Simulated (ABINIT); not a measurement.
Pd:

```
CELL_PARAMETERS angstrom
2.78367 0.00000 0.00000
-1.39183 2.41072 0.00000
0.00000 0.00000 4.62889
ATOMIC_POSITIONS crystal
Pd 0.33333 0.66667 0.25000
Pd 0.66667 0.33333 0.75000
```

This isn't the form of Pd at room conditions, which is fcc.

Base run:

```yaml
Program: ABINIT 10.8.3 (patched build)
Functional: RPBE
Potentials_or_basis: JTH PAW PBE v2.0
Cutoff: 707 eV
k_mesh: 11 × 11 × 6
Occupations: fermi-dirac, width 0.05 eV
Spin: no spin polarisation
```

Its results: band gap on the k mesh none (metal or under the smearing width); pressure 2.6 GPa.

**Question.** After a change of settings the same cell gave: band gap on the k mesh none (metal or under the smearing width); pressure -1.8 GPa. Which change was it?
A. functional from RPBE to AM05
B. functional from RPBE to revPBE
C. functional from RPBE to PW91
D. functional from RPBE to LDA

**Answer.** C.

PW91 binds more tightly than RPBE, so the same cell stands under less pressure.

Caveats: the PAW data sets were made with another functional, which shifts forces and pressure a little.

Runs at the PBE level aren't shown here.
